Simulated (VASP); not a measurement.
Runs of VASP 6.6.1 on As. The structure is trigonal, space group R-3m (No. 166). Conventional cell: a = 3.762 Å, b = 3.762 Å, c = 10.542 Å, α = 90.00°, β = 90.00°, γ = 120.00°. Around As (site symmetry 3m) lie 3 As at 2.51 Å. 

```csv
task,potentials or basis,cell,k mesh,cutoff (eV),smearing,mesh quality,gap on the mesh (eV),pressure (GPa),largest force (eV/Å)
single point,"VASP PAW PBE potentials, release 64 (As_GW)",as given,4 × 4 × 4,450,gaussian 0.02 eV,coarse,0.07,4.0,0.15
single point,"VASP PAW PBE potentials, release 64 (As)",as given,9 × 9 × 9,520,fermi-dirac 0.05 eV,not flagged,none,4.0,(a)
single point,"VASP PAW PBE potentials, release 64 (As)","atoms moved at random, drawn with an rms of 0.05 Å",9 × 9 × 9,520,fermi-dirac 0.05 eV,not flagged,none,4.7,0.78
single point,"VASP PAW PBE potentials, release 64 (As_GW)",as given,5 × 5 × 5,450,gaussian 0.02 eV,not flagged,0.09,3.6,(b)
```

Alike in all rows: level PBE; no spin polarisation.

Q: Fill in the values left out.

A: (a) 0.49; (b) 0.29.

Caveats: some runs use coarse meshes; an odd mesh through Γ misses points on the zone boundary, where band edges often lie (some runs).

A k mesh can miss the band edges, and the runs leave out spin-orbit coupling on As.

A gap of «none» marks a metal or a gap under the smearing width.
